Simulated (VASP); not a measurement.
# AlRu (Pm-3m) in VASP: further runs

The runs below take AlRu through relaxation of cell and atoms, with optB88-vdW, vdW-DF-cx.

Everything below comes from runs of VASP 6.6.1. Logs are shortened: lines on timing, memory, paths and dates and some standing lists are left out, and cuts for length are marked.

## (1) The structure

It takes space group Pm-3m (No. 221, cubic). The conventional cell has a = 2.992 Å, b = 2.992 Å, c = 2.992 Å, α = 90.00°, β = 90.00°, γ = 90.00°. Around Ru (site symmetry m-3m) lie 8 Al at 2.59 Å. Al (site symmetry m-3m) is surrounded by 8 Ru at 2.59 Å.

## (2) Relaxation of cell and atoms, optB88-vdW

The input, INCAR:

```
SYSTEM = AlRu
PREC     = Accurate       ! precision mode
ENCUT    = 600            ! plane-wave cutoff, eV
EDIFF    = 1E-6           ! SCF threshold, eV
ISMEAR   = -1             ! smearing method
SIGMA    = 0.05           ! smearing width, eV
LREAL    = .FALSE.        ! projectors in reciprocal space
LASPH    = .TRUE.         ! aspherical terms in the spheres
NELM     = 80             ! most SCF steps
ALGO     = Normal         ! electronic algorithm
ISIF     = 3              ! what is computed and relaxed
LWAVE    = .FALSE.        ! write WAVECAR
LCHARG   = .FALSE.        ! write CHGCAR
GGA      = BO             ! functional
LUSE_VDW = .TRUE.       
AGGAC    = 0.0          
PARAM1   = 0.1833333333 
PARAM2   = 0.22         
IBRION   = 2              ! ionic algorithm
NSW      = 40             ! ionic steps
EDIFFG   = -0.005         ! ionic threshold
```

The input, KPOINTS:

```
Automatic mesh
0
G
  9 9 9
  0 0 0
```

The input, POSCAR:

```
AlRu
1.0
    2.9916000000      0.0000000000      0.0000000000
    0.0000000000      2.9916000000      0.0000000000
    0.0000000000      0.0000000000      2.9916000000
Ru Al
1 1
Direct
    0.5000000000      0.5000000000      0.5000000000
    0.0000000000      0.0000000000      0.0000000000
```

Potentials or basis: VASP PAW PBE potentials, release 64 (Ru_pv, Al).

Launch:

```sh
> cat potpaw_PBE.64/Ru_pv/POTCAR potpaw_PBE.64/Al/POTCAR > POTCAR
> mpirun -np 1 vasp_std > vasp.out
```

OUTCAR:

```text
SYSTEM = AlRu
   PREC = Accurate
   ENCUT = 600
   EDIFF = 1E-6
   ISMEAR = -1
   LREAL = .FALSE.
   LASPH = .TRUE.
   NELM = 80
   ISIF = 3
   GGA = BO
   IBRION = 2
   NSW = 40
   EDIFFG = -0.005

 ion  position               nearest neighbor table
   1  0.500  0.500  0.500-   2 2.59   2 2.59   2 2.59   2 2.59   2 2.59   2 2.59   2 2.59   2 2.59

   2  0.000  0.000  0.000-   1 2.59   1 2.59   1 2.59   1 2.59   1 2.59   1 2.59   1 2.59   1 2.59

  LATTYP: Found a simple cubic cell.
 ALAT       =     2.9916000000

  Lattice vectors:

 A1 = (   2.9916000000,   0.0000000000,   0.0000000000)
 A2 = (   0.0000000000,   2.9916000000,   0.0000000000)
 A3 = (   0.0000000000,   0.0000000000,   2.9916000000)

Analysis of symmetry for initial positions (statically):
=====================================================================
 Subroutine PRICEL returns:
 Original cell was already a primitive cell.

 Routine SETGRP: Setting up the symmetry group for a
 simple cubic supercell.

 Subroutine GETGRP returns: Found 48 space group operations
 (whereof 48 operations were pure point group operations)
 out of a pool of 48 trial point group operations.

The static configuration has the point symmetry O_h .

Analysis of symmetry for dynamics (positions and initial velocities):
=====================================================================
 Subroutine PRICEL returns:
 Original cell was already a primitive cell.

 Routine SETGRP: Setting up the symmetry group for a
 simple cubic supercell.

 Subroutine GETGRP returns: Found 48 space group operations
 (whereof 48 operations were pure point group operations)
 out of a pool of 48 trial point group operations.

The dynamic configuration has the point symmetry O_h .

 Subroutine INISYM returns: Found 48 space group operations
 (whereof 48 operations are pure point group operations),
 and found     1 'primitive' translations

----------------------------------------------------------------------------------------

                                     Primitive cell

  volume of cell :      26.7738

  direct lattice vectors                    reciprocal lattice vectors
     2.991600000  0.000000000  0.000000000     0.334269287  0.000000000  0.000000000
     0.000000000  2.991600000  0.000000000     0.000000000  0.334269287  0.000000000
     0.000000000  0.000000000  2.991600000     0.000000000  0.000000000  0.334269287

  length of vectors
     2.991600000  2.991600000  2.991600000     0.334269287  0.334269287  0.334269287

  position of ions in fractional coordinates (direct lattice)
     0.500000000  0.500000000  0.500000000
     0.000000000  0.000000000  0.000000000

  ion indices of the primitive-cell ions
   primitive index   ion index
                 1           1
                 2           2

----------------------------------------------------------------------------------------

 KPOINTS: Automatic mesh

Automatic generation of k-mesh.
 Grid dimensions read from file:
 generate k-points for:    9    9    9

 Generating k-lattice:

  Cartesian coordinates                     Fractional coordinates (reciprocal lattice)
     0.037141032  0.000000000  0.000000000     0.111111111  0.000000000  0.000000000
     0.000000000  0.037141032  0.000000000     0.000000000  0.111111111  0.000000000
     0.000000000  0.000000000  0.037141032     0.000000000  0.000000000  0.111111111

  Length of vectors
     0.037141032  0.037141032  0.037141032

  Shift w.r.t. Gamma in fractional coordinates (k-lattice)
     0.000000000  0.000000000  0.000000000

 Subroutine IBZKPT returns following result:
 ===========================================

 Found     35 irreducible k-points:

 Following reciprocal coordinates:
            Coordinates               Weight
  0.000000  0.000000  0.000000      1.000000
  0.111111  0.000000  0.000000      6.000000
  0.222222  0.000000  0.000000      6.000000
  0.333333  0.000000  0.000000      6.000000
  0.444444  0.000000  0.000000      6.000000
  0.111111  0.111111  0.000000     12.000000
[... 16 lines left out ...]
  0.333333  0.333333  0.111111     24.000000
  0.444444  0.333333  0.111111     48.000000
 [... further k-points ...]
   k-points           NKPTS =     35   k-points in BZ     NKDIM =     35   number of bands    NBANDS=     12
   number of dos      NEDOS =    301   number of ions     NIONS =      2
   total plane-waves  NPLWV =  13824
   dimension x,y,z NGX =    24 NGY =   24 NGZ =   24
   dimension x,y,z NGXF=    48 NGYF=   48 NGZF=   48
   ions per type =               1   1
   NGX,Y,Z   is equivalent  to a cutoff of  13.34, 13.34, 13.34 a.u.
   NGXF,Y,Z  is equivalent  to a cutoff of  26.67, 26.67, 26.67 a.u.
 SYSTEM =  AlRu
   PREC   = accura    normal or accurate (medium, high low for compatibility)
   ISTART =      0    job   : 0-new  1-cont  2-samecut
   ICHARG =      2    charge: 1-file 2-atom 10-const
   ISPIN  =      1    spin polarized calculation?
   LNONCOLLINEAR =      F non collinear calculations
   LSORBIT =      F    spin-orbit coupling
   LASPH  =      T    aspherical Exc in radial PAW
   ENCUT  =  600.0 eV  44.10 Ry    6.64 a.u.   5.97  5.97  5.97*2*pi/ulx,y,z
   NELM   =     80;   NELMIN=  2; NELMDL= -5     # of ELM steps
   EDIFF  = 0.1E-05   stopping-criterion for ELM
   LREAL  =      F    real-space projection
   EDIFFG = -.5E-02   stopping-criterion for IOM
   NSW    =     40    number of steps for IOM
   IBRION =      2    ionic relax: 0-MD 1-quasi-New 2-CG
   NFREE  =      1    steps in history (QN), initial steepest desc. (CG)
   ISIF   =      3    stress and relaxation
   ISYM   =      2    0-nonsym 1-usesym 2-fastsym
   POTIM  = 0.5000    time-step for ionic-motion
   TEBEG  =    0.0;   TEEND  =   0.0 temperature during run
   PSTRESS=    0.0 pullay stress
   NELECT =      17.0000    total number of electrons
   NUPDOWN=      -1.0000    fix difference up-down
   EMIN   =  10.00;   EMAX   =-10.00  energy-range for DOS
   EFERMI =   0.00;   METHOD = LEGACY
   ISMEAR =    -1;   SIGMA  =   0.05  broadening in eV -4-tet -1-fermi 0-gaus
   EFERMI_NEDOS =   21; number of points for ismear=-14 and -15
   IALGO  =     38    algorithm
   IMIX   =      4    mixing-type and parameters
     AMIX     =   0.40;   BMIX     =  1.00
     AMIX_MAG =   1.60;   BMIX_MAG =  1.00
  volume/ion in A,a.u.               =      13.39        90.34
  Fermi-wavevector in a.u.,A,eV,Ry     =   1.407087  2.659009 26.938090  1.979894
  Thomas-Fermi vector in A             =   2.529382
   LORBIT       =      0    0 simple, 1 ext, 2 COOP (PROOUT), +10 PAW based schemes
   GGA     = BO    functional components
   LHFCALC =     F    Hartree Fock is set to
   AEXX    =    0.0000 exact exchange contribution
   IVDW_NL    =     1    kernel type
   BPARAM     = 6.3000
   IVDW    =     0    specifies the selected vdW correction
   LEPSILON=     F    determine dielectric tensor
   LRPA    =     F    only Hartree local field effects (RPA)
 conjugate gradient relaxation of ions
 non-spin polarized calculation
  energy-cutoff  :      600.00
  volume of cell :       26.77
 maximum number of plane-waves:       922
 NGX is ok and might be reduce to    24
   NGX = 11   NGY = 11   NGZ = 11

--------------------------------------- Ionic step        1  -------------------------------------------

 number of electron      16.9999995 magnetization

 Free energy of the ion-electron system (eV)
  ---------------------------------------------------
  ext. energy  EPLUGINS =         0.00000000
  ---------------------------------------------------
  free energy    TOTEN  =        -9.54504621 eV

  energy without entropy =       -9.52911583  energy(sigma->0) =       -9.53708102

------------------------ aborting loop because EDIFF is reached ----------------------------------------

  FORCE on cell =-STRESS in cart. coord.  units (eV):
  Direction    XX          YY          ZZ          XY          YZ          ZX
  --------------------------------------------------------------------------------------
  -------------------------------------------------------------------------------------
  Total        0.3560117      0.3560117      0.3560117     -0.0000000      0.0000000     -0.0000000
  in kB       21.3041507     21.3041507     21.3041507     -0.0000000      0.0000000     -0.0000000
  external PRESSURE =      21.3041507 kB  Pullay stress =       0.0000000 kB

 VOLUME and BASIS-vectors are now :
 -----------------------------------------------------------------------------
  energy-cutoff  :      600.00
  volume of cell :       26.77
      direct lattice vectors                 reciprocal lattice vectors
     2.991600000  0.000000000  0.000000000     0.334269287  0.000000000  0.000000000
     0.000000000  2.991600000  0.000000000     0.000000000  0.334269287  0.000000000
     0.000000000  0.000000000  2.991600000     0.000000000  0.000000000  0.334269287
[... 46 lines left out ...]
  FREE ENERGIE OF THE ION-ELECTRON SYSTEM (eV)
  ---------------------------------------------------
  free  energy   TOTEN  =        -9.5426824880 eV

  energy  without entropy=       -9.5261377598  energy(sigma->0) =       -9.53441012

Total vdW correction in eV:      2.4198276

--------------------------------------- Ionic step        3  -------------------------------------------

 number of electron      16.9999996 magnetization

 Free energy of the ion-electron system (eV)
  ---------------------------------------------------
  ext. energy  EPLUGINS =         0.00000000
  ---------------------------------------------------
  free energy    TOTEN  =        -9.54681116 eV

  energy without entropy =       -9.53064136  energy(sigma->0) =       -9.53872626

 E-fermi :  10.4271     XC(G=0): -12.5278

 val. band max:       10.4219627674   @ k =   0.4444   0.4444   0.1111
 cond. band min:      10.4401727515   @ k =   0.4444   0.4444   0.1111
 fundamental gap:      0.0182099841
 Fermi energy:        10.4271102847

 k-point     1 :       0.0000    0.0000    0.0000
  band No.  band energies     occupation
      1     -31.2669      2.00000
      2     -31.2669      2.00000
      3     -31.2669      2.00000
      4       0.9410      2.00000
      5       7.0306      2.00000
      6       7.0306      2.00000
      7      10.6392      0.02834
      8      10.6392      0.02834
      9      10.6392      0.02834
     10      16.5288      0.00000
     11      16.5288      0.00000
     12      16.5288      0.00000

 k-point     2 :       0.1111    0.0000    0.0000
  band No.  band energies     occupation
      1     -31.2907      2.00000
      2     -31.2650      2.00000
      3     -31.2650      2.00000
      4       1.1751      2.00000
      5       7.1048      2.00000
      6       7.1103      2.00000
      7      10.3643      1.55656
      8      10.3643      1.55654
      9      10.6672      0.01630
     10      15.5098      0.00000
     11      16.9852      0.00000
     12      16.9852      0.00000
[... 316 lines left out ...]
 k-point    24 :       0.4444    0.3333    0.1111
  band No.  band energies     occupation
      1     -31.4397      2.00000
      2     -31.3925      2.00000
      3     -31.2596      2.00000
      4       4.7426      2.00000
      5       6.8225      2.00000
      6       8.0394      2.00000
      7       8.6444      2.00000
      8       9.7882      1.99999
      9      10.2231      1.96674
     10      12.7046      0.00000
     11      16.4843      0.00000
     12      17.6201      0.00000

 [... further k-points ...]

------------------------ aborting loop because EDIFF is reached ----------------------------------------

  FORCE on cell =-STRESS in cart. coord.  units (eV):
  Direction    XX          YY          ZZ          XY          YZ          ZX
  --------------------------------------------------------------------------------------
  -------------------------------------------------------------------------------------
  Total       -0.0030981     -0.0030981     -0.0030981      0.0000000      0.0000000      0.0000000
  in kB       -0.1835256     -0.1835256     -0.1835256      0.0000000      0.0000000      0.0000000
  external PRESSURE =      -0.1835256 kB  Pullay stress =       0.0000000 kB

 VOLUME and BASIS-vectors are now :
 -----------------------------------------------------------------------------
  energy-cutoff  :      600.00
  volume of cell :       27.05
      direct lattice vectors                 reciprocal lattice vectors
     3.001731949 -0.000000000 -0.000000000     0.333141006  0.000000000 -0.000000000
    -0.000000000  3.001731949 -0.000000000     0.000000000  0.333141006 -0.000000000
     0.000000000  0.000000000  3.001731949     0.000000000  0.000000000  0.333141006

 POSITION                                       TOTAL-FORCE (eV/Angst)
 -----------------------------------------------------------------------------------
      1.50087      1.50087      1.50087         0.000000      0.000000      0.000000
      0.00000      0.00000      0.00000        -0.000000     -0.000000      0.000000
 -----------------------------------------------------------------------------------
    total drift:                                0.000000     -0.000000     -0.000000

  FREE ENERGIE OF THE ION-ELECTRON SYSTEM (eV)
  ---------------------------------------------------
  free  energy   TOTEN  =        -9.5468111587 eV

  energy  without entropy=       -9.5306413580  energy(sigma->0) =       -9.53872626

Total vdW correction in eV:      2.4031570

 reached required accuracy - stopping structural energy minimisation
```

Wall time 48 s (1 thread of Intel Xeon 6975P-C (Granite Rapids), shared host); peak memory 0.27 GiB.

Results:

```
Free energy                            : -9.5468 eV
Relaxed volume                         : 13.52 Å³/atom
Relaxed cell                           : a = 3.002 Å, b = 3.002 Å, c = 3.002 Å, α = 90.00°, β = 90.00°, γ = 90.00°
Space group after relaxing (to 0.05 Å) : Pm-3m (No. 221)
Energy gained by relaxing              : 0.9 meV/atom
Ionic steps                            : 3
Pressure after relaxing                : 0.0 GPa
Band gap on the k mesh                 : none (metal or under the smearing width)
```

Step by step:
```tsv
step	energy change (eV)	largest force (eV/Å)	pressure (GPa)	volume (Å³)
1	0.0000	0.0000	2.13	26.77
2	0.0024	0.0000	-3.10	27.47
3	-0.0018	0.0000	-0.02	27.05
```

Final structure:
```
Ru Al
1.0
     3.00173    0.00000    0.00000
     0.00000    3.00173    0.00000
     0.00000    0.00000    3.00173
Ru Al
1 1
Direct
  0.50000 0.50000 0.50000
  0.00000 0.00000 0.00000
```

Caveat: the PAW data sets were made with another functional, which shifts forces and pressure a little. Zero-point motion and thermal expansion aren't in these numbers.

## (3) Relaxation of cell and atoms, vdW-DF-cx

The input, INCAR:

```
AGGAC = 0.0
ALGO = Normal
EDIFF = 1E-6
EDIFFG = -0.02
ENCUT = 600
GGA = CX
IBRION = 2
ISIF = 3
ISMEAR = -1
LASPH = True
LCHARG = False
LREAL = False
LUSE_VDW = True
LWAVE = False
NELM = 60
NSW = 40
PREC = Accurate
SIGMA = 0.05
```

The input, KPOINTS:

```
k-points
0
Gamma
  9 9 9
```

POSCAR is that of step 2.

Potentials or basis: VASP PAW PBE potentials, release 64 (Ru_pv, Al).

Launch:

```sh
> cat potpaw_PBE.64/Ru_pv/POTCAR potpaw_PBE.64/Al/POTCAR > POTCAR
> mpirun -np 1 vasp_std > vasp.out
```

It took 37 s on 1 thread of Intel Xeon 6975P-C (Granite Rapids), shared host; peak memory 0.26 GiB.

Results (log left out):

```
Free energy                            : -10.4972 eV
Relaxed volume                         : 13.27 Å³/atom
Relaxed cell                           : a = 2.983 Å, b = 2.983 Å, c = 2.983 Å, α = 90.00°, β = 90.00°, γ = 90.00°
Space group after relaxing (to 0.05 Å) : Pm-3m (No. 221)
Energy gained by relaxing              : 0.7 meV/atom
Ionic steps                            : 3
Pressure after relaxing                : 0.0 GPa
Band gap on the k mesh                 : none (metal or under the smearing width)
```

The path:
```csv
step,energy change (eV),largest force (eV/Å),pressure (GPa),volume (Å³)
1,0.0000,0.0000,-1.94,26.77
2,0.0023,0.0000,3.23,26.15
3,-0.0015,0.0000,-0.01,26.53
```

Final structure:
```xyz
2
Lattice="2.9826 0.0000 0.0000 0.0000 2.9826 0.0000 0.0000 0.0000 2.9826" Properties=species:S:1:pos:R:3 pbc="T T T"
Ru    1.4913    1.4913    1.4913
Al    0.0000    0.0000    0.0000
```

Levels at points of the mesh, in eV from the Fermi level:
| k point | band 7 | band 8 | band 9 | band 10 | band 11 | band 12 |
| --- | --- | --- | --- | --- | --- | --- |
| (0.00, 0.00, 0.00) | 0.24 | 0.24 | 0.24 | 6.22 | 6.22 | 6.22 |

Caveat: the PAW data sets were made with another functional, which shifts forces and pressure a little.

## (4) The reference run

An earlier run on the cell as given: functional PBEsol; potentials or basis VASP PAW PBE potentials, release 64 (Ru_pv, Al); cutoff 520 eV; k mesh 9 × 9 × 9; occupations fermi-dirac, width 0.05 eV; no spin polarisation.

* Pressure: -3.3 GPa
* Band gap on the k mesh: none (metal or under the smearing width)

## (5) Overview

| task | level | cell | cutoff (eV) | ladder | gap on the mesh (eV) | pressure (GPa) | relaxed volume (Å³/atom) |
| --- | --- | --- | --- | --- | --- | --- | --- |
| relaxation of cell and atoms | optB88-vdW | relaxed | 600 | - | none | 0.0 | 13.52 |
| relaxation of cell and atoms | vdW-DF-cx | relaxed | 600 | - | none | 0.0 | 13.27 |
| single point | PBEsol | as given | 520 | free | none | -3.3 | - |

Alike in all rows: potentials or basis VASP PAW PBE potentials, release 64 (Ru_pv, Al); no spin polarisation; k mesh 9 × 9 × 9; smearing fermi-dirac 0.05 eV.

Caveats: the PAW data sets were made with another functional, which shifts forces and pressure a little.

Absolute energies hang on the potentials; compare differences alone.
